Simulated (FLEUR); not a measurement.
A run of FLEUR MaX-R8.1 (later development tree) is set up as follows.

The input inp.xml:

```xml
<?xml version="1.0" encoding="UTF-8" standalone="no"?>
<fleurInput fleurInputVersion="0.39">
   <comment>
      MnO                                                                                                 
   </comment>
   <calculationSetup>
      <cutoffs Kmax="4.27" Gmax="13.2" GmaxXC="13.2" numbands="0"/>
      <scfLoop itmax="60" minDistance="0.00001" maxIterBroyd="15" imix="Anderson" alpha="0.05" precondParam="0.0" spinf="2.0" sdNocoIR="T"/>
      <coreElectrons ctail="T" frcor="F" kcrel="0" coretail_lmax="0"/>
      <xcFunctional name="pbe" relativisticCorrections="F"/>
      <magnetism jspins="2"/>
      <soc l_soc="F" theta="0.0" phi="0.0" spav="F"/>
      <expertModes spex="0" secvar="F"/>
      <geometryOptimization l_f="T" forcealpha="1.0" forcemix="BFGS" epsdisp="0.0005" epsforce="0.0002"/>
      <ldaU l_linMix="F" mixParam="0.05" spinf="1.0"/>
   </calculationSetup>
   <cell>
      <bzIntegration valenceElectrons="21.0" mode="hist" fermiSmearingEnergy="0.00183747">
         <kPointListSelection listName="default-1"/>
         <!-- k-points included here -->
         <xi:include xmlns:xi="http://www.w3.org/2001/XInclude" href="kpts.xml"> </xi:include>
      </bzIntegration>
      <!-- symmetry operations included here -->
      <xi:include xmlns:xi="http://www.w3.org/2001/XInclude" href="sym.xml"> </xi:include>
      <bulkLattice scale="1.0">
         <bravaisMatrix>
            <row-1>    0.0000000000000000     4.2025764846803328     4.2025764846803328</row-1>
            <row-2>    4.2025764846803328     0.0000000000000000     4.2025764846803328</row-2>
            <row-3>    4.2025764846803328     4.2025764846803328     0.0000000000000000</row-3>
         </bravaisMatrix>
      </bulkLattice>
   </cell>
   <atomSpecies>
      <species name="Manganese 4.000" element="Mn" atomicNumber="25">
         <mtSphere radius="2.14" gridPoints="731" logIncrement="0.017"/>
         <atomicCutoffs lmax="9" lnonsphr="7"/>
         <electronConfig flipSpins="F">
            <coreConfig>(1s1/2) (2s1/2) (2p1/2) (2p3/2)</coreConfig>
            <valenceConfig>(3s1/2) (3p1/2) (3p3/2) (4s1/2) (3d3/2) (3d5/2)</valenceConfig>
            <stateOccupation state="(3d3/2)" spinUp="1.5" spinDown="0.5"/>
            <stateOccupation state="(3d5/2)" spinUp="3.0" spinDown="0.0"/>
         </electronConfig>
         <energyParameters s="4" p="4" d="3" f="4"/>
         <lo type="SCLO" l="0" n="3" eDeriv="0"/>
         <lo type="SCLO" l="1" n="3" eDeriv="0"/>
         <lo type="SCLO" l="1" n="3" eDeriv="1"/>
         <lo type="SCLO" l="2" n="3" eDeriv="2"/>
         <lo type="SCLO" l="3" n="4" eDeriv="2"/>
      </species>
      <species name="Oxygen (O)" element="O" atomicNumber="8">
         <mtSphere radius="1.64" gridPoints="559" logIncrement="0.019"/>
         <atomicCutoffs lmax="8" lnonsphr="6"/>
         <electronConfig flipSpins="F">
            <coreConfig>(1s1/2)</coreConfig>
            <valenceConfig>(2s1/2) (2p1/2) (2p3/2)</valenceConfig>
            <stateOccupation state="(2p1/2)" spinUp="0.666667" spinDown="0.666667"/>
            <stateOccupation state="(2p3/2)" spinUp="1.333333" spinDown="1.333333"/>
         </electronConfig>
         <energyParameters s="2" p="2" d="3" f="4"/>
         <lo type="SCLO" l="0" n="2" eDeriv="2"/>
         <lo type="SCLO" l="1" n="2" eDeriv="2"/>
         <lo type="SCLO" l="2" n="3" eDeriv="2"/>
      </species>
   </atomSpecies>
   <atomGroups>
      <atomGroup species="Manganese 4.000">
         <relPos label="                   1">.0000000000 .0000000000 .0000000000</relPos>
         <force calculate="T" relaxXYZ="TTT"/>
      </atomGroup>
      <atomGroup species="Oxygen (O)">
         <relPos label="                   2">1.000/2.000 1.000/2.000 1.000/2.000</relPos>
         <force calculate="T" relaxXYZ="TTT"/>
      </atomGroup>
   </atomGroups>
   <output dos="F" band="F" slice="F">
      <checks vchk="F" cdinf="F"/>
      <bandDOS minEnergy="-.5*Htr" maxEnergy="0.5*Htr" sigma="0.015" storeEVData="T"/>
      <vacuumDOS vacdos="F" integ="F" star="F" nstars="0" locx1="0.0" locy1="0.0" locx2="0.0" locy2="0.0" nstm="0" tworkf="0.0"/>
      <unfoldingBand unfoldBand="F" supercellX="1" supercellY="1" supercellZ="1"/>
      <plotting iplot="0" polar="F">
         <plot TwoD="T" vec1="  1.0  0.0  0.0" vec2="  0.0  1.0  0.0" vec3="  0.0  0.0  1.0" zero="  0.0  0.0  0.0" file="plot"/>
      </plotting>
      <chargeDensitySlicing numkpt="0" minEigenval="0.0" maxEigenval="0.0" nnne="0" pallst="F"/>
      <specialOutput eonly="F"/>
      <moessbauerParams electricFieldGradient="T" isomerShift="T" coreHyperfine="T" valenceHyperfine="T"/>
      <magneticCircularDichroism mcd="F" energyLo="-10.0" energyUp="0.0"/>
   </output>
  <!-- We include the file relax.xml here to enable relaxations (see documentation) -->
  <xi:include xmlns:xi="http://www.w3.org/2001/XInclude" href="relax.xml"> <xi:fallback/> </xi:include>
</fleurInput>
```

The input crystal.txt:

```
MnO
&input cartesian=F /
0.0000000000  2.2239077028  2.2239077028
2.2239077028  0.0000000000  2.2239077028
2.2239077028  2.2239077028  0.0000000000
1.8897261246
1.0 1.0 1.0

2
25 0.0000000000  0.0000000000  0.0000000000 : 4.000
8 0.5000000000  0.5000000000  0.5000000000

&kpt div1=10 div2=10 div3=10 gamma=T /
```

Potentials or basis: all-electron, FLAPW.

Command:

```sh
$ inpgen -f crystal.txt -profile fastHighL
$ # inp.xml edited to the form shown
$ fleur_MPI
```

Problem. What does it give for the site moments?

Solution. Mn +4.26; O +0.22 μB.

Problem. Estimate the net moment.

Solution. 4.79 μB per cell.

Problem. Predict the band gap on the k mesh.

Solution. None (metal or under the smearing width).

Core levels (eV from the Fermi level):
```tsv
atom	levels
1 Mn	1s1/2 -6421.5, 2s1/2 -737.6, 2p1/2 -630.6, 2p3/2 -620.2
2 O	1s1/2 -507.1
```

Caveat: a cell with one magnetic atom can't hold antiferromagnetic order, which such compounds often take; semilocal functionals often make such compounds metallic where correlation or magnetic order opens a gap, which also shifts bond lengths. With open d or f shells a metallic result of PBE can be an artefact of self-interaction; +U or a hybrid may open a gap.
